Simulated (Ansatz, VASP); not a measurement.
# One calculation of PbO, two programs

```
Pb O
1.0
     0.00000    2.79878    2.79878
     2.79878    0.00000    2.79878
     2.79878    2.79878    0.00000
Pb O
1 1
Direct
  0.00000 0.00000 0.00000
  0.25000 0.25000 0.25000
```

Alike in both runs: task single point; functional PBE-based global hybrid; k mesh 4 × 4 × 4; no spin polarisation.

|  | VASP | Ansatz |
| --- | --- | --- |
| version | VASP 6.6.1 | Ansatz 0.2.0 |
| potentials or method | VASP PAW PBE potentials, release 64 (Pb_d, O) | plane waves |
| plane-wave cutoff (eV) | 520 | 420 |
| occupations | gaussian, width 0.01 eV | fixed |
| valence electrons in the cell | 20 | 20 |

```tsv
	VASP	Ansatz	Ansatz less VASP
gap on the k mesh at the Fermi level (eV)	1.17	1.17	+0.003
pressure (GPa)	1.1	1.1	+0.01
```

Ansatz warned: «stress_exchange_threshold_loose».

Caveats: the k mesh is coarse (spacing up to 0.49 Å⁻¹), so the values aren't converged; the PAW data sets were made with another functional, which shifts forces and pressure a little (VASP); spin-orbit coupling is left out, which as a rule narrows the gap of such compounds by several tenths of an eV. A k mesh can miss the band edges.
